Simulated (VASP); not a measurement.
A run of VASP 6.6.1 is set up as follows.

File INCAR:

```
  PREC = Accurate
  ENCUT = 520
  EDIFF = 1E-8
  ISMEAR = -1
  SIGMA = 0.08
  LREAL = False
  LASPH = True
  NELM = 80
  ALGO = Normal
  ISIF = 2
  LWAVE = False
  LCHARG = False
  GGA = PE
  LEFG = True
  NBANDS = 12
```

KPOINTS

```
Automatic mesh
0
Gamma
  13 13 13
```

File POSCAR:

```
Nb
1.0
    0.0000000000      2.1496782947      2.1496782947
    2.1496782947      0.0000000000      2.1496782947
    2.1496782947      2.1496782947      0.0000000000
Nb
1
Direct
    0.0000000000      0.0000000000      0.0000000000
```

Potentials or basis: VASP PAW PBE potentials, release 64 (Nb_sv).

The run is started by

```console
$ cat potpaw_PBE.64/Nb_sv/POTCAR > POTCAR
$ mpirun -np 1 vasp_std > vasp.out
```

Q: Estimate the pressure.

A: -8.5 GPa.

Q: Predict the band gap on the k mesh.

A: None (metal or under the smearing width).

Electric field gradients, principal values (V/Å²):
```csv
atom,Vxx,Vyy,Vzz
1 Nb,0.000,0.000,0.000
```
